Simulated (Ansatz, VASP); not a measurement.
**Two plane-wave programs on Cu**

```xyz
2
Lattice="0.0000 2.7091 2.7091 2.7091 0.0000 2.7091 2.7091 2.7091 0.0000" Properties=species:S:1:pos:R:3 pbc="T T T"
Cu    0.6773    0.6773    0.6773
Cu    4.7408    4.7408    4.7408
```

Alike in both runs: functional revPBE; k mesh 11 × 11 × 11; occupations fermi-dirac, width 0.1 eV; no spin polarisation.

Ansatz relaxed the structure, and its values are those at the end. VASP's run is a single point on that final structure, the one shown.

|  | VASP | Ansatz |
| --- | --- | --- |
| version | VASP 6.6.1 | Ansatz 0.2.0 |
| potentials or method | VASP PAW PBE potentials, release 64 (Cu) | plane waves (420 eV) with PAW, scalar-relativistic |
| plane-wave cutoff (eV) | 520 | 420 |
| valence electrons in the cell | 22 | 38 |

|  | VASP | Ansatz | Ansatz less VASP |
| --- | --- | --- | --- |
| pressure (GPa) | 0.0 | 0.0 | +0.03 |

The two sets of potentials don't hold the same shells in valence.

Caveats: the PAW data sets were made with another functional, which shifts forces and pressure a little (VASP).
